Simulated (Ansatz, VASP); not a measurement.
One calculation of Ti, two programs

File INCAR:

```
PREC = Accurate ; ENCUT = 520
EDIFF = 1E-7 ; ISMEAR = -1
SIGMA = 0.08 ; LREAL = False
LASPH = True ; NELM = 60
ALGO = Normal ; ISIF = 2
LWAVE = False ; LCHARG = False
GGA = PS ; NBANDS = 12
```

The input KPOINTS:

```
Automatic mesh
0
Gamma
  17 17 17
```

Contents of POSCAR:

```
Ti
1.0
   -1.6625945817      1.6625945817      1.6625945817
    1.6625945817     -1.6625945817      1.6625945817
    1.6625945817      1.6625945817     -1.6625945817
Ti
1
Direct
    0.0000000000      0.0000000000      0.0000000000
```

Input for Ansatz:

```yaml
crystal:
  lattice:
    - [-1.6625945817, 1.6625945817, 1.6625945817]
    - [1.6625945817, -1.6625945817, 1.6625945817]
    - [1.6625945817, 1.6625945817, -1.6625945817]
  atoms:
    - { symbol: Ti, position: [0.0, 0.0, 0.0] }
kpoints:
  mp_grid: { grid: [17, 17, 17] }
  band_path:
    path:
      - [0.0, 0.0, 0.0]
      - [0.5, -0.5, 0.5]
      - [0.0, 0.0, 0.5]
      - [0.0, 0.0, 0.0]
      - [0.25, 0.25, 0.25]
      - [0.5, -0.5, 0.5]
      - [0.25, 0.25, 0.25]
      - [0.0, 0.0, 0.5]
    npoints: 5
scf:
  occupations: { method: fermi_dirac, width: 0.08 }
hamiltonian:
  xc: pbesol
  pseudopotentials: { kind: all_electron, lapw: { basis_error: 0.001 } }
output:
  forces: true
  stress: true
  eigenvalues: true
```

Change from the starting cell: volume scaled by 1.04.

Alike in both runs: task single point; functional PBEsol; k mesh 17 × 17 × 17; occupations fermi-dirac, width 0.08 eV; no spin polarisation.

|  | VASP | Ansatz |
| --- | --- | --- |
| version | VASP 6.6.1 | Ansatz 0.2.0 |
| potentials or method | VASP PAW PBE potentials, release 64 (Ti_sv) | all-electron LAPW, scalar-relativistic |
| plane-wave cutoff (eV) | 520 | see its input |

Ansatz gave:

```
pressure (GPa) : -9.8
```

Question: What did VASP give for the same quantities?

Answer: Pressure (GPa): -9.9.

Ansatz ran all-electron here, so the differences hold the error of VASP's frozen core and of both bases.

Caveats: the PAW data sets were made with another functional, which shifts forces and pressure a little (VASP).
